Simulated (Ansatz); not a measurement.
TiCo:

```
Co Ti
1.0
     2.98611    0.00000    0.00000
     0.00000    2.98611    0.00000
     0.00000    0.00000    2.98611
Co Ti
1 1
Direct
  0.50000 0.50000 0.50000
  0.00000 0.00000 0.00000
```

The cell comes from a database or a generator and needn't be the stable form of this composition.

| Quantity | Value |
| --- | --- |
| Program | Ansatz 0.2.0 |
| Task | relaxation of cell and atoms |
| Functional | PBE |
| Dispersion | D3(BJ) |
| Potentials or basis | Ansatz PAW |
| Cutoff | 420 eV (not typed: the program's choice for these potentials) |
| k mesh | 9 × 9 × 9 |
| Occupations | fermi-dirac, width 0.05 eV |
| Spin | collinear spin, ferromagnetic start |
| Starting moments | [2.0, 1.0] μB |

At the start: volume 13.31 Å³/atom.

Problem. Where does the relaxation end?

Solution. It ends after 4 steps and the volume is 12.73 Å³/atom (-4.4 %); space group Pm-3m (No. 221, to 0.05 Å); moment 0.74 μB per cell.

The path:
```
step  energy change (eV)  largest force (eV/Å)  volume (Å³)
   1              0.0000                0.0000        26.63
   2             -0.0279                0.0000        25.52
   3             -0.0281                0.0000        25.46
   4             -0.0275                0.0000        25.46
```

Final structure:
```cif
data_structure
_symmetry_space_group_name_H-M 'P 1'
_symmetry_Int_Tables_number 1
_cell_length_a 2.9418
_cell_length_b 2.9418
_cell_length_c 2.9418
_cell_angle_alpha 90.000
_cell_angle_beta 90.000
_cell_angle_gamma 90.000
_cell_volume 25.46
loop_
_atom_site_label
_atom_site_type_symbol
_atom_site_fract_x
_atom_site_fract_y
_atom_site_fract_z
_atom_site_occupancy
Co1 Co 0.50000 0.50000 0.50000 1
Ti1 Ti 0.00000 0.00000 0.00000 1
```

Caveat: the plane-wave basis is chosen anew once the cell has moved, so the energies of steps on either side of that aren't comparable; pairwise dispersion overbinds metals, which lowers pressure and volume.
